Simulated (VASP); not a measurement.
# HfSi (Fm-3m) in VASP: further runs

One crystal, HfSi, is run at these levels: PBEsol; tasks: single point.

Program: VASP 6.6.1. These are calculated values, not measurements. Logs are shortened: lines on timing, memory, paths and dates and some standing lists are left out, and cuts for length are marked.

## 1. The structure

It takes space group Fm-3m (No. 225, cubic). Conventional cell: a = 5.420 Å, b = 5.420 Å, c = 5.420 Å, α = 90.00°, β = 90.00°, γ = 90.00°. Hf (site symmetry m-3m) has 6 Si at 2.71 Å as nearest neighbours. Si (site symmetry m-3m) has 6 Hf at 2.71 Å as nearest neighbours.

The cell comes from a database or a generator and needn't be the stable form of this composition.

## 2. Single point, PBEsol

File INCAR:

```
SYSTEM = HfSi
PREC = Accurate
ENCUT = 520
EDIFF = 1E-6
ISMEAR = 0
SIGMA = 0.05
LREAL = .False.
LASPH = .True.
NELM = 60
ALGO = Normal
ISIF = 2
LWAVE = .False.
LCHARG = .False.
GGA = PS
NBANDS = 14
```

File KPOINTS:

```
Automatic mesh
0
Gamma
  6 6 6
  0 0 0
```

File POSCAR:

```
HfSi
1.0
    0.0000000000      2.7100000000      2.7100000000
    2.7100000000      0.0000000000      2.7100000000
    2.7100000000      2.7100000000      0.0000000000
Hf Si
1 1
Direct
    0.0000000000      0.0000000000      0.0000000000
    0.5000000000      0.5000000000      0.5000000000
```

Potentials or basis: VASP PAW PBE potentials, release 64 (Hf_pv, Si).

Run with:

```bash
$ cat potpaw_PBE.64/Hf_pv/POTCAR potpaw_PBE.64/Si/POTCAR > POTCAR
$ mpirun -np 1 vasp_std > vasp.out
```

OUTCAR:

```text
SYSTEM = HfSi
   PREC = Accurate
   ENCUT = 520
   EDIFF = 1E-6
   ISMEAR = 0
   LREAL = .False.
   LASPH = .True.
   NELM = 60
   ISIF = 2
   GGA = PS

 ion  position               nearest neighbor table
   1  0.000  0.000  0.000-   2 2.71   2 2.71   2 2.71   2 2.71   2 2.71   2 2.71
   2  0.500  0.500  0.500-   1 2.71   1 2.71   1 2.71   1 2.71   1 2.71   1 2.71

  LATTYP: Found a face centered cubic cell.
 ALAT       =     5.4200000000

  Lattice vectors:

 A1 = (   0.0000000000,   2.7100000000,   2.7100000000)
 A2 = (   2.7100000000,   0.0000000000,   2.7100000000)
 A3 = (   2.7100000000,   2.7100000000,   0.0000000000)

Analysis of symmetry for initial positions (statically):
=====================================================================
 Subroutine PRICEL returns:
 Original cell was already a primitive cell.

 Routine SETGRP: Setting up the symmetry group for a
 face centered cubic supercell.

 Subroutine GETGRP returns: Found 48 space group operations
 (whereof 48 operations were pure point group operations)
 out of a pool of 48 trial point group operations.

The static configuration has the point symmetry O_h .

Analysis of symmetry for dynamics (positions and initial velocities):
=====================================================================
 Subroutine PRICEL returns:
 Original cell was already a primitive cell.

 Routine SETGRP: Setting up the symmetry group for a
 face centered cubic supercell.

 Subroutine GETGRP returns: Found 48 space group operations
 (whereof 48 operations were pure point group operations)
 out of a pool of 48 trial point group operations.

The dynamic configuration has the point symmetry O_h .

 Subroutine INISYM returns: Found 48 space group operations
 (whereof 48 operations are pure point group operations),
 and found     1 'primitive' translations

----------------------------------------------------------------------------------------

                                     Primitive cell

  volume of cell :      39.8050

  direct lattice vectors                    reciprocal lattice vectors
     0.000000000  2.710000000  2.710000000    -0.184501845  0.184501845  0.184501845
     2.710000000  0.000000000  2.710000000     0.184501845 -0.184501845  0.184501845
     2.710000000  2.710000000  0.000000000     0.184501845  0.184501845 -0.184501845

  length of vectors
     3.832518754  3.832518754  3.832518754     0.319566570  0.319566570  0.319566570

  position of ions in fractional coordinates (direct lattice)
     0.000000000  0.000000000  0.000000000
     0.500000000  0.500000000  0.500000000

  ion indices of the primitive-cell ions
   primitive index   ion index
                 1           1
                 2           2

----------------------------------------------------------------------------------------

 KPOINTS: Automatic mesh

Automatic generation of k-mesh.
 Grid dimensions read from file:
 generate k-points for:    6    6    6

 Generating k-lattice:

  Cartesian coordinates                     Fractional coordinates (reciprocal lattice)
    -0.030750308  0.030750308  0.030750308     0.166666667  0.000000000  0.000000000
     0.030750308 -0.030750308  0.030750308     0.000000000  0.166666667  0.000000000
     0.030750308  0.030750308 -0.030750308     0.000000000  0.000000000  0.166666667

  Length of vectors
     0.053261095  0.053261095  0.053261095

  Shift w.r.t. Gamma in fractional coordinates (k-lattice)
     0.000000000  0.000000000  0.000000000

 Subroutine IBZKPT returns following result:
 ===========================================

 Found     16 irreducible k-points:

 Following reciprocal coordinates:
            Coordinates               Weight
  0.000000  0.000000  0.000000      1.000000
  0.166667  0.000000  0.000000      8.000000
  0.333333  0.000000  0.000000      8.000000
  0.500000  0.000000  0.000000      4.000000
  0.166667  0.166667  0.000000      6.000000
  0.333333  0.166667  0.000000     24.000000
[... 8 lines left out ...]
 -0.333333  0.333333  0.166667     24.000000
 -0.333333  0.500000  0.166667     12.000000
   k-points           NKPTS =     16   k-points in BZ     NKDIM =     16   number of bands    NBANDS=     14
   number of dos      NEDOS =    301   number of ions     NIONS =      2
   total plane-waves  NPLWV =  27000
   dimension x,y,z NGX =    30 NGY =   30 NGZ =   30
   dimension x,y,z NGXF=    60 NGYF=   60 NGZF=   60
   ions per type =               1   1
   NGX,Y,Z   is equivalent  to a cutoff of  13.01, 13.01, 13.01 a.u.
   NGXF,Y,Z  is equivalent  to a cutoff of  26.03, 26.03, 26.03 a.u.
 SYSTEM =  HfSi
   PREC   = accura    normal or accurate (medium, high low for compatibility)
   ISTART =      0    job   : 0-new  1-cont  2-samecut
   ICHARG =      2    charge: 1-file 2-atom 10-const
   ISPIN  =      1    spin polarized calculation?
   LNONCOLLINEAR =      F non collinear calculations
   LSORBIT =      F    spin-orbit coupling
   LASPH  =      T    aspherical Exc in radial PAW
   ENCUT  =  520.0 eV  38.22 Ry    6.18 a.u.   7.13  7.13  7.13*2*pi/ulx,y,z
   NELM   =     60;   NELMIN=  2; NELMDL= -5     # of ELM steps
   EDIFF  = 0.1E-05   stopping-criterion for ELM
   LREAL  =      F    real-space projection
   EDIFFG = 0.1E-04   stopping-criterion for IOM
   NSW    =      0    number of steps for IOM
   IBRION =     -1    ionic relax: 0-MD 1-quasi-New 2-CG
   NFREE  =      0    steps in history (QN), initial steepest desc. (CG)
   ISIF   =      2    stress and relaxation
   ISYM   =      2    0-nonsym 1-usesym 2-fastsym
   POTIM  = 0.5000    time-step for ionic-motion
   TEBEG  =    0.0;   TEEND  =   0.0 temperature during run
   PSTRESS=    0.0 pullay stress
   NELECT =      14.0000    total number of electrons
   NUPDOWN=      -1.0000    fix difference up-down
   EMIN   =  10.00;   EMAX   =-10.00  energy-range for DOS
   EFERMI =   0.00;   METHOD = LEGACY
   ISMEAR =     0;   SIGMA  =   0.05  broadening in eV -4-tet -1-fermi 0-gaus
   EFERMI_NEDOS =   21; number of points for ismear=-14 and -15
   IALGO  =     38    algorithm
   IMIX   =      4    mixing-type and parameters
     AMIX     =   0.40;   BMIX     =  1.00
     AMIX_MAG =   1.60;   BMIX_MAG =  1.00
  volume/ion in A,a.u.               =      19.90       134.31
  Fermi-wavevector in a.u.,A,eV,Ry     =   1.155593  2.183754 18.169153  1.335395
  Thomas-Fermi vector in A             =   2.292220
   LORBIT       =      0    0 simple, 1 ext, 2 COOP (PROOUT), +10 PAW based schemes
   GGA     = PS    functional components
   LHFCALC =     F    Hartree Fock is set to
   AEXX    =    0.0000 exact exchange contribution
   IVDW    =     0    specifies the selected vdW correction
   LEPSILON=     F    determine dielectric tensor
   LRPA    =     F    only Hartree local field effects (RPA)
 non-spin polarized calculation
 Gauss-broadening in eV      SIGMA  =   0.05
  energy-cutoff  :      520.00
  volume of cell :       39.81
 maximum number of plane-waves:      1090
 NGX is ok and might be reduce to    30
   NGX = 15   NGY = 15   NGZ = 15

 number of electron      14.0000000 magnetization

 Free energy of the ion-electron system (eV)
  ---------------------------------------------------
  ext. energy  EPLUGINS =         0.00000000
  ---------------------------------------------------
  free energy    TOTEN  =       -17.36333339 eV

  energy without entropy =      -17.36089875  energy(sigma->0) =      -17.36211607

 E-fermi :   5.5590     XC(G=0): -10.9063

 val. band max:        5.5424976761   @ k =   0.3333   0.3333   0.0000
 cond. band min:       5.7940351326   @ k =   0.5000   0.5000   0.0000
 fundamental gap:      0.2515374565
 Fermi energy:         5.5589775538

 k-point     1 :       0.0000    0.0000    0.0000
  band No.  band energies     occupation
      1     -25.0777      2.00000
      2     -25.0777      2.00000
      3     -25.0777      2.00000
      4      -4.4456      2.00000
      5       5.8603      0.00000
      6       5.8603      0.00000
      7       5.8604      0.00000
      8       6.5653      0.00000
      9       6.5653      0.00000
     10       7.9690      0.00000
     11       7.9690      0.00000
     12       7.9690      0.00000
     13      12.9313      0.00000
     14      13.8959      0.00000

 k-point     2 :       0.1667    0.0000    0.0000
  band No.  band energies     occupation
      1     -25.1113      2.00000
      2     -25.0820      2.00000
      3     -25.0820      2.00000
      4      -3.9590      2.00000
      5       4.4951      2.00000
      6       5.1315      2.00000
      7       5.1315      2.00000
      8       6.4588      0.00000
      9       6.4588      0.00000
     10       7.8253      0.00000
     11       9.8426      0.00000
     12       9.8426      0.00000
     13      14.2955      0.00000
     14      14.8391      0.00000

 k-point     3 :       0.3333    0.0000    0.0000
  band No.  band energies     occupation
      1     -25.1777      2.00000
      2     -25.0907      2.00000
      3     -25.0907      2.00000
      4      -2.6183      2.00000
      5       2.0707      2.00000
      6       4.0236      2.00000
      7       4.0236      2.00000
      8       7.6606      0.00000
      9       7.6606      0.00000
     10       8.0960      0.00000
     11      12.0852      0.00000
     12      12.3506      0.00000
     13      12.3506      0.00000
     14      15.0872      0.00000
[... 188 lines left out ...]
 k-point    15 :      -0.3333    0.3333    0.1667
  band No.  band energies     occupation
      1     -25.1788      2.00000
      2     -25.1446      2.00000
      3     -25.1145      2.00000
      4      -1.3758      2.00000
      5       1.6542      2.00000
      6       3.0503      2.00000
      7       3.8591      2.00000
      8       7.4169      0.00000
      9       8.1703      0.00000
     10       8.9220      0.00000
     11      10.2418      0.00000
     12      10.9875      0.00000
     13      13.6574      0.00000
     14      15.9881      0.00000

 k-point    16 :      -0.3333    0.5000    0.1667
  band No.  band energies     occupation
      1     -25.1785      2.00000
      2     -25.1434      2.00000
      3     -25.1276      2.00000
      4      -1.6010      2.00000
      5       2.7122      2.00000
      6       3.1964      2.00000
      7       3.5515      2.00000
      8       7.1925      0.00000
      9       7.8598      0.00000
     10       9.0154      0.00000
     11       9.4698      0.00000
     12      10.1850      0.00000
     13      14.1237      0.00000
     14      16.2321      0.00000

------------------------ aborting loop because EDIFF is reached ----------------------------------------

  FORCE on cell =-STRESS in cart. coord.  units (eV):
  Direction    XX          YY          ZZ          XY          YZ          ZX
  --------------------------------------------------------------------------------------
  -------------------------------------------------------------------------------------
  Total       -1.9378622     -1.9378622     -1.9378622      0.0000000      0.0000000     -0.0000000
  in kB      -78.0001797    -78.0001797    -78.0001797      0.0000000      0.0000000     -0.0000000
  external PRESSURE =     -78.0001797 kB  Pullay stress =       0.0000000 kB

 VOLUME and BASIS-vectors are now :
 -----------------------------------------------------------------------------
  energy-cutoff  :      520.00
  volume of cell :       39.81
      direct lattice vectors                 reciprocal lattice vectors
     0.000000000  2.710000000  2.710000000    -0.184501845  0.184501845  0.184501845
     2.710000000  0.000000000  2.710000000     0.184501845 -0.184501845  0.184501845
     2.710000000  2.710000000  0.000000000     0.184501845  0.184501845 -0.184501845

 POSITION                                       TOTAL-FORCE (eV/Angst)
 -----------------------------------------------------------------------------------
      0.00000      0.00000      0.00000        -0.000000     -0.000000     -0.000000
      2.71000      2.71000      2.71000         0.000000      0.000000      0.000000
 -----------------------------------------------------------------------------------
    total drift:                               -0.000000      0.000000      0.000000

  FREE ENERGIE OF THE ION-ELECTRON SYSTEM (eV)
  ---------------------------------------------------
  free  energy   TOTEN  =       -17.3633333881 eV

  energy  without entropy=      -17.3608987513  energy(sigma->0) =      -17.36211607
```

Run time: 7 s. Hardware: 1 thread of Intel Xeon Platinum 8488C (Sapphire Rapids), shared host; peak memory 0.17 GiB.

What came out:

```
Free energy            : -17.3633 eV
Pressure               : -7.8 GPa
Band gap on the k mesh : none (metal or under the smearing width)
```

Caveat: the PAW data sets were made with another functional, which shifts forces and pressure a little. The run has no spin-orbit coupling, so splittings on Hf are missing.

## 3. Single point, PBEsol

This run uses another cell than the first one, of 18.61 Å³/atom, 0.935 times its volume.

File INCAR:

```
SYSTEM = HfSi
ALGO     = Fast           ! electronic algorithm
EDIFF    = 1E-6           ! SCF threshold, eV
ENCUT    = 520            ! plane-wave cutoff, eV
GGA      = PS             ! functional
ISIF     = 2              ! what is computed and relaxed
ISMEAR   = 0              ! smearing method
LASPH    = .True.         ! aspherical terms in the spheres
LCHARG   = .False.        ! write CHGCAR
LREAL    = .False.        ! projectors in reciprocal space
LWAVE    = .False.        ! write WAVECAR
NBANDS   = 14             ! bands
NELM     = 100            ! most SCF steps
PREC     = Accurate       ! precision mode
SIGMA    = 0.05           ! smearing width, eV
```

File KPOINTS:

```
k-points
0
Gamma
  6 6 6
  0 0 0
```

File POSCAR:

```
HfSi
1.0
    0.0000000000      2.6499920603      2.6499920603
    2.6499920603      0.0000000000      2.6499920603
    2.6499920603      2.6499920603      0.0000000000
Hf Si
1 1
Direct
    0.0000000000      0.0000000000      0.0000000000
    0.5000000000      0.5000000000      0.5000000000
```

Potentials or basis: VASP PAW PBE potentials, release 64 (Hf_pv, Si).

Run with:

```bash
$ cat potpaw_PBE.64/Hf_pv/POTCAR potpaw_PBE.64/Si/POTCAR > POTCAR
$ mpirun -np 1 vasp_std > vasp.out
```

Run time: 6.6 s. Hardware: 1 thread of Intel Xeon Platinum 8488C (Sapphire Rapids), shared host; peak memory 0.15 GiB.

The run converged. Its results:

* Free energy: -17.4327 eV
* Pressure: -0.4 GPa
* Band gap on the k mesh: none (metal or under the smearing width)

Levels at points of the mesh, in eV from the Fermi level:
```tsv
k point	band 5	band 6	band 7	band 8	band 9	band 10
(0.00, 0.00, 0.00)	0.20	0.20	0.20	1.00	1.00	2.58
(0.50, 0.00, 0.00)	-5.59	-2.09	-2.09	3.34	3.34	3.80
(0.50, 0.50, 0.00)	-3.04	-1.99	0.31	0.31	2.28	2.65
```

Caveat: the PAW data sets were made with another functional, which shifts forces and pressure a little.
